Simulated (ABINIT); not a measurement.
The system is NaI.

```
CELL_PARAMETERS angstrom
0.00000 3.23640 3.23640
3.23640 0.00000 3.23640
3.23640 3.23640 0.00000
ATOMIC_POSITIONS crystal
I 0.50000 0.50000 0.50000
Na 0.00000 0.00000 0.00000
```

Base run:

```yaml
Program: ABINIT 10.8.3 (patched build)
Functional: PBE0
Potentials_or_basis: SPMS NC PBE v1.0
Cutoff: 599 eV
k_mesh: 6 × 6 × 6
Occupations: fermi-dirac, width 0.05 eV
Spin: no spin polarisation
```

Its results: band gap on the k mesh 4.64 eV, direct.

The run is repeated on the same cell with these changes: share of exact exchange from 0.15 to 0.25. What comes out?

Band gap on the k mesh 5.32 eV, direct.

Caveats: exact exchange is summed on a coarse mesh, which widens gaps by tenths of an eV; spin-orbit coupling is left out, which moves the levels of the heavy elements.

